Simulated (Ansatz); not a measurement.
# MoS2: the cost of one run

Program: Ansatz 0.2.0. Level of theory: DFT PBE+D3(BJ), scalar-relativistic, plane waves, PAW. These are calculated values, not measurements.

2 further runs of the same task are left out: 1 that didn't finish, 1 set aside as unsound or not needed.

## (1) The structure to begin with

It takes space group R3m (No. 160, trigonal). The conventional cell has a = 3.153 Å, b = 3.153 Å, c = 17.989 Å, α = 90.00°, β = 90.00°, γ = 120.00°. Mo (site symmetry 3m) is surrounded by 6 S at 2.40 Å. Around S (site symmetry 3m) lie 3 Mo at 2.40 Å.

Coordinates:

```
Mo S
1.0
     1.57655    0.91022    5.99626
    -1.57655    0.91022    5.99626
     0.00000   -1.82045    5.99626
Mo S
1 2
Direct
  0.00008 0.00008 0.00008
  0.24654 0.24654 0.24654
  0.42038 0.42038 0.42038
```

This cell was relaxed beforehand with the same method: volume 17.21 Å³/atom, gap on the mesh 0.79 eV.

## (2) Volume × 0.97

Input file input.yaml:

```yaml
crystal:
  lattice:
    - [1.5606259278, 0.9010277995, 5.9356892427]
    - [-1.5606259278, 0.9010277995, 5.9356892427]
    - [0.0, -1.802055599, 5.9356892427]
  atoms:
    - { symbol: Mo, position: [8.24196e-05, 8.24196e-05, 8.24196e-05] }
    - { symbol: S, position: [0.2465380083, 0.2465380083, 0.2465380083] }
    - { symbol: S, position: [0.4203795722, 0.4203795722, 0.4203795722] }
basis:
  ecutwfc: 420
kpoints:
  mp_grid: { grid: [12, 12, 12] }
hamiltonian:
  xc: pbe
  dispersion: d3bj
scf:
  occupations: { method: gaussian, width: 0.02 }
output:
  forces: true
  stress: true
  eigenvalues: true
relax:
  adjacent_minimum: "off"
  f_tol: 0.01
  max_steps: 30
  cell: { stress_tol: 0.1, fix: [volume] }
```

Started as:

```
ansatz run input.yaml --threads 1 --pin off --max-ram 2560MiB --backend cpu --events-out ev --progress --plain --runs-dir out
```

Q: Estimate wall time and peak memory on 1 thread of Arm Neoverse V2, shared host.

About 77 s, with a peak of 0.47 GiB.
